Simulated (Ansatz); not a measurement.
# MnS under changes of volume

One of the cells (17.667 Å³/atom); the others are scaled copies at fixed shape and fractional positions:

```xyz
2
Lattice="0.0000 2.6045 2.6045 2.6045 0.0000 2.6045 2.6045 2.6045 0.0000" Properties=species:S:1:pos:R:3 pbc="T T T"
Mn    0.0000    0.0000    0.0000
S     2.6045    2.6045    2.6045
```

* Program: Ansatz 0.2.0
* Functional: PBEsol
* Potentials or basis: Ansatz PAW
* Cutoff: 420 eV (not typed: the program's choice for these potentials)
* k mesh: 9 × 9 × 9
* Occupations: fermi-dirac, width 0.05 eV
* Spin: collinear spin, ferromagnetic start
* Starting moments: [4.0, 0.0] μB

```tsv
volume (Å³/atom)	energy over the lowest point (meV/atom)	pressure (GPa)	moment (μB per cell)
16.607	0.00	-4.8	4.50
16.961	11.23	-5.6	4.58
17.314	24.18	-6.4	4.64
17.667	?	?	?
18.021	56.00	-8.1	4.73
18.374	74.55	-8.8	4.77
18.727	94.64	-9.5	4.80
```

Q: What does the run at 17.667 Å³/atom give?

A: Energy over the lowest point 39.12 meV/atom; pressure -7.3 GPa; moment 4.68 μB per cell.

Worked out: A Birch-Murnaghan fit of order 3 (a polynomial in V^(-2/3)) to the other rows has no minimum within the range. It gives 39.19 meV/atom at 17.667 Å³/atom, against the run's 39.12, and -dE/dV = -7.2 GPa, against -7.3. A parabola through the other rows of the moment, of slope 0.138 μB per Å³/atom there, gives 4.69 μB, against the run's 4.68.

Energies are extrapolated to zero smearing.

Caveats: a cell with one magnetic atom can't hold antiferromagnetic order, which such compounds often take; the PAW data sets come from PBE, with cores solved anew for the run's functional, which leaves a small shift of forces and pressure.
